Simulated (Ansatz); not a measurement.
# HgTe: LAPW beside PAW

The same cell of HgTe is computed with all-electron LAPW, PAW with frozen cores and datasets made for this crystal, to set the results side by side.

Program: Ansatz 0.2.0. Level of theory: DFT PBEsol, scalar-relativistic. These are calculated values, not measurements.

### 1 The starting structure

Symmetry: Fm-3m, No. 225, cubic system. Conventional cell: a = 5.843 Å, b = 5.843 Å, c = 5.843 Å, α = 90.00°, β = 90.00°, γ = 90.00°. Hg (site symmetry m-3m) is surrounded by 6 Te at 2.92 Å. Te (site symmetry m-3m) has 6 Hg at 2.92 Å as nearest neighbours.

Coordinates:

```
CELL_PARAMETERS angstrom
0.00000 2.92150 2.92150
2.92150 0.00000 2.92150
2.92150 2.92150 0.00000
ATOMIC_POSITIONS crystal
Hg 0.00000 0.00000 0.00000
Te 0.50000 0.50000 0.50000
```

The cell comes from a crystallographic database entry that wasn't checked; take it as a given geometry, which may be far from equilibrium.

Atoms are numbered in the order of the input: Hg1, Te2.

### 2 All-electron LAPW

Input file input.yaml:

```yaml
crystal:
  lattice:
    - [0.0, 2.9215, 2.9215]
    - [2.9215, 0.0, 2.9215]
    - [2.9215, 2.9215, 0.0]
  atoms:
    - { symbol: Hg, position: [0.0, 0.0, 0.0] }
    - { symbol: Te, position: [0.5, 0.5, 0.5] }
kpoints:
  mp_grid: { grid: [12, 12, 12] }
  band_path:
    path:
      - [0.0, 0.0, 0.0]
      - [0.5, 0.0, 0.5]
      - [0.625, 0.25, 0.625]
      - [0.375, 0.375, 0.75]
      - [0.0, 0.0, 0.0]
      - [0.5, 0.5, 0.5]
      - [0.5, 0.25, 0.75]
      - [0.5, 0.0, 0.5]
    npoints: 14
scf:
  occupations: { method: fermi_dirac, width: 0.08 }
hamiltonian:
  xc: pbesol
  pseudopotentials: { kind: all_electron, lapw: { basis_error: 0.001 } }
output:
  forces: true
  stress: true
  eigenvalues: true
  fatbands: true
  populations: true
  dos: { projected: true, de: 0.2, e_range: [-14, 8] }
```

On the command line:

```
ansatz run input.yaml --threads 1 --pin off --max-ram 3072MiB --backend cpu --events-out ev --progress --plain --runs-dir out
```

### 3 PAW with frozen cores

Changes to input.yaml since step 2:

```diff
@@ -25,3 +25,3 @@
   xc: pbesol
-  pseudopotentials: { kind: all_electron, lapw: { basis_error: 0.001 } }
+  pseudopotentials: { kind: paw }
 output:
@@ -30,4 +30,9 @@
   eigenvalues: true
-  fatbands: true
+  efg: { contact_densities: true }
   populations: true
+  bader: true
   dos: { projected: true, de: 0.2, e_range: [-14, 8] }
+  write_density: true
+  write_potential: true
+  elf: true
+  volumetric_format: npy
```

### 4 Datasets made for this crystal

Changes to input.yaml since step 3:

```diff
@@ -20,3 +20,3 @@
       - [0.5, 0.0, 0.5]
-    npoints: 14
+    npoints: 8
 scf:
@@ -25,3 +25,3 @@
   xc: pbesol
-  pseudopotentials: { kind: paw }
+  pseudopotentials: { kind: all_electron, datasets: crystal }
 output:
@@ -31,8 +31 @@
   efg: { contact_densities: true }
-  populations: true
-  bader: true
-  dos: { projected: true, de: 0.2, e_range: [-14, 8] }
-  write_density: true
-  write_potential: true
-  elf: true
-  volumetric_format: npy
```

(Steps that only read results are left out.)

What does the calculation give? Wanted: pressure; gap; Bader charges; highest ELF.

**Answer**, as computed:

| quantity | value |
| --- | --- |
| pressure | LAPW 6.07, PAW 6.06, crystal datasets 6.07 GPa |
| gap (LAPW) | none |
| Bader charges (PAW) | Hg1 +0.00, Te2 -0.00 e |
| highest ELF (PAW) | 0.57, 1.25 Å from Te |

**Reading.** The pressure of 6.1 GPa pushes the cell to expand, with the atoms held in place. There is no gap at this level; the crystal is a metal here. Within 0.3 eV of the Fermi level the largest projected share is Te 5p (81 %). The projection holds only the free atom's occupied shells (Hg 6s, Hg 5d, Te 5s, Te 5p in this range). In pressure, PAW differs from LAPW by less than 0.01 GPa. LAPW took about 2.7 times as long as PAW (31 s against 12 s, on a shared host and with the outputs that each input asks for). Spin-orbit coupling is left out, though the cell holds Hg; in elements this heavy it can shift bands and gaps by tenths of an eV.
